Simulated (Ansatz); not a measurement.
BeO:
Space group P6₃mc (No. 186); a = 2.712 Å, b = 2.712 Å, c = 4.404 Å, α = 90.00°, β = 90.00°, γ = 120.00°

```json
[
 {"atom": "Be", "site": "2b", "symmetry": "3m.", "x": "0.6667", "y": "0.3333", "z": "0.4999"},
 {"atom": "O", "site": "2b", "symmetry": "3m.", "x": "0.3333", "y": "0.6667", "z": "0.3776"}
]
```

Relaxed with PBE.

Which orbitals make up the states near the band edges in PBE (plane waves, PAW; program Ansatz)?

Top 1 eV of the valence band: O 2p 97 %. Bottom 1 eV of the conduction band: Be 2s 53 %, O 2s 35 %, O 2p 6 %, outside the projected shells 6 %. Projections are on Löwdin-orthogonalised atomic valence shells; empty p or d shells of many metals are not among them.

Tabulate the density of states.

States/eV per cell of 4 atoms, in 0.25 eV bins, energy from the valence-band maximum.

```csv
E (eV),total,O 2p,Be 2s,O 2s
-6.25,0.00,0.00,0.00,0.00
-6.00,0.09,0.08,0.01,0.00
-5.75,0.30,0.26,0.03,0.00
-5.50,1.51,1.33,0.12,0.01
-5.25,1.93,1.71,0.13,0.02
-5.00,2.25,1.99,0.15,0.03
-4.75,1.98,1.72,0.16,0.04
-4.50,1.59,1.37,0.14,0.04
-4.25,1.62,1.41,0.12,0.05
-4.00,1.84,1.60,0.14,0.05
-3.75,1.06,0.92,0.07,0.04
-3.50,1.69,1.51,0.10,0.03
-3.25,1.93,1.74,0.10,0.03
-3.00,1.66,1.51,0.06,0.03
-2.75,2.26,2.08,0.08,0.03
-2.50,2.51,2.34,0.06,0.02
-2.25,2.53,2.36,0.04,0.02
-2.00,2.69,2.53,0.04,0.02
-1.75,3.01,2.85,0.03,0.01
-1.50,3.74,3.56,0.02,0.01
-1.25,4.49,4.31,0.01,0.01
-1.00,3.05,2.94,0.01,0.01
-0.75,1.99,1.93,0.00,0.00
-0.50,1.34,1.30,0.00,0.00
-0.25,0.82,0.80,0.00,0.00
0.00,0.12,0.12,0.00,0.00
0.25,0.00,0.00,0.00,0.00
0.50,0.00,0.00,0.00,0.00
0.75,0.00,0.00,0.00,0.00
1.00,0.00,0.00,0.00,0.00
1.25,0.00,0.00,0.00,0.00
1.50,0.00,0.00,0.00,0.00
1.75,0.00,0.00,0.00,0.00
2.00,0.00,0.00,0.00,0.00
2.25,0.00,0.00,0.00,0.00
2.50,0.00,0.00,0.00,0.00
2.75,0.00,0.00,0.00,0.00
3.00,0.00,0.00,0.00,0.00
3.25,0.00,0.00,0.00,0.00
3.50,0.00,0.00,0.00,0.00
3.75,0.00,0.00,0.00,0.00
4.00,0.00,0.00,0.00,0.00
4.25,0.00,0.00,0.00,0.00
4.50,0.00,0.00,0.00,0.00
4.75,0.00,0.00,0.00,0.00
5.00,0.00,0.00,0.00,0.00
5.25,0.00,0.00,0.00,0.00
5.50,0.00,0.00,0.00,0.00
5.75,0.00,0.00,0.00,0.00
6.00,0.00,0.00,0.00,0.00
6.25,0.00,0.00,0.00,0.00
6.50,0.00,0.00,0.00,0.00
6.75,0.00,0.00,0.00,0.00
7.00,0.00,0.00,0.00,0.00
7.25,0.00,0.00,0.00,0.00
7.50,0.01,0.00,0.00,0.00
7.75,0.05,0.00,0.03,0.02
8.00,0.09,0.00,0.05,0.03
8.25,0.13,0.01,0.07,0.04
8.50,0.18,0.02,0.09,0.06
8.75,0.27,0.02,0.13,0.07
9.00,0.78,0.04,0.24,0.10
9.25,1.57,0.08,0.45,0.15
9.50,1.99,0.10,0.45,0.13
9.75,2.05,0.11,0.40,0.10
10.00,1.61,0.08,0.32,0.07
10.25,1.46,0.07,0.26,0.05
10.50,1.15,0.06,0.20,0.03
10.75,1.12,0.06,0.21,0.03
11.00,1.01,0.05,0.21,0.03
11.25,0.71,0.04,0.15,0.02
11.50,0.59,0.03,0.13,0.02
11.75,0.49,0.02,0.10,0.01
```

Space group P6_3mc (wurtzite). The cell was relaxed with PBE under the symmetry of its start.

Potentials: the earlier of the program's two PAW sets.
